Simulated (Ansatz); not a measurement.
# ZnSe (P4/nmm): levels without and with spin-orbit coupling

A script is to give the levels without and with spin-orbit coupling; the system is ZnSe (P4/nmm).

Computed with Ansatz 0.2.0 through its Python package. The levels of theory stand in the script.

## Step 1: The structure

Symmetry: P4/nmm, No. 129, tetragonal system. The conventional cell has a = 4.108 Å, b = 4.108 Å, c = 6.070 Å, α = 90.00°, β = 90.00°, γ = 90.00°. Zn (site symmetry -4m2) has 4 Se at 2.54 Å and 4 Zn at 2.90 Å as nearest neighbours. Around Se (site symmetry 4mm) lie 4 Zn at 2.54 Å.

The script holds or builds the structure itself.

## Step 2: The script

The input, znse.py:

```python
"""Levels of ZnSe without and with spin-orbit coupling."""

import logging
import sys
import warnings

import ansatz as az

logging.basicConfig(stream=sys.stdout, format="[%(levelname)s] %(message)s")
logger = logging.getLogger("znse")
logger.setLevel(logging.INFO)

CUTOFF_EV = 630
KSPACING = 0.32
MIXING_BETA = 0.2

warnings.simplefilter("ignore", az.DeckWarning)

structure = (
    az.Lattice.from_parameters(4.107702, 4.107702, 6.07035, alpha=90, beta=90, gamma=90)
    .space_group(129, hermann_mauguin="P4/nmm", origin_choice=1)
    .atom("Zn", (0.0, 0.0, 0.0))
    .atom("Se", (0.0, 0.5, 0.24628))
)

job = (
    structure.calculation()
    .functional(az.Functional.PBESOL)
    .basis(CUTOFF_EV)  # cutoff of the orbital basis
    .kpoints(spacing=KSPACING)
    .occupations(az.OccupationsMethod.METHFESSEL_PAXTON)
    .mixing("broyden", ndim=4, beta=MIXING_BETA)
    .initial_density(normalization="atom")
    .band_table()
)
for label, variant in (("scalar-relativistic", job), ("spin-orbit", job.spin(soc=True))):
    summary = variant.run(threads=1).report
    zero = summary["band_edges_ev"][0] if summary.get("band_edges_ev") else summary["fermi_energy_ev"]
    near = [round(e - zero, 3) for e in summary["eigenvalues_ev"][0] if abs(e - zero) < 3]
    print(label)
    print("  band edges (eV):", [round(e, 3) for e in summary.get("band_edges_ev") or []] or "none reported")
    print("  levels at k =", summary["kpoints_frac"][0], "within 3 eV of the zero:", near)
```

## Step 3: The calls as engine input

The package turns the script's settings into the engine's input (first run):

```yaml
crystal:
  lattice:
    a: 4.107702
    b: 4.107702
    c: 6.07035
    alpha: 90.0
    beta: 90.0
    gamma: 90.0
  space_group: 129
  setting:
    hermann_mauguin: P4/nmm
    origin_choice: 1
  atoms:
    - { symbol: Zn, position: [0.0, 0.0, 0.0] }
    - { symbol: Se, position: [0.0, 0.5, 0.24628] }
basis:
  ecutwfc: 630.0
kpoints:
  mp_grid:
    kspacing: 0.32
hamiltonian:
  xc: pbesol
scf:
  mixing:
    algorithm: broyden
    beta: 0.2
    ndim: 4
  occupations:
    method: methfessel_paxton
  initial_density:
    normalization: atom
output:
  eigenvalues: true
```

## Step 4: Launch

The run is started by

```console
$ python znse.py
```

The program printed:

```text
scalar-relativistic
  band edges (eV): [5.113, 6.967]
  levels at k = [0.0, 0.0, 0.0] within 3 eV of the zero: [-2.138, -2.138, -0.011, -0.0, 0.0, 1.854, 1.891, 2.937]
spin-orbit
  band edges (eV): [5.239, 6.967]
  levels at k = [0.0, 0.0, 0.0] within 3 eV of the zero: [-2.339, -2.339, -2.196, -2.196, -0.39, -0.39, -0.006, -0.006, 0.0, 0.0, 1.728, 1.728, 1.765, 1.765, 2.809, 2.809]
```

Run time: 54 s. Hardware: 1 thread of Arm Neoverse V2, shared host; peak memory 0.85 GiB.

## Step 5: What changed from run to run

The engine's inputs for the other runs:

Run 2, against run 1:

```diff
@@ -22,0 +23,3 @@
+magnetization:
+  noncollinear: true
+  spin_orbit: true
```

Lines on the test bed's own set-up are left out of the output.

## Step 6: The engine's runs

From the records of these 2 runs:

```tsv
run	spin-orbit	energy (eV/atom)	gap on the mesh (eV)	iterations in all	CPU time (s)
1	not set	-4353.0458	1.85	15	8.4
2	yes	-4353.1563	1.73	16	45
```

Totals hang on method, basis and potentials, so only like runs compare.

## Step 7: What came out

| quantity | value |
| --- | --- |
| runs compared | 2 |
| gap on the mesh | 1.73 (with spin-orbit coupling) to 1.85 eV (without spin-orbit coupling) |

The gap on the mesh runs from 1.73 eV (with spin-orbit coupling) to 1.85 eV (without spin-orbit coupling). The dearest, run 2 (with spin-orbit coupling), took some 5.4 times as long as run 1 (without spin-orbit coupling). What to keep in mind:
- The computed bands are complete only to about 4.9 eV above the Fermi level.
- This cell is a computed structure, which may not be the phase found in nature.
- Gaps and levels are Kohn-Sham values on a finite set of k-points.
- With spin-orbit coupling each level holds one electron and, with inversion or at time-reversal points, comes in pairs; a window in energy can cut a split set.
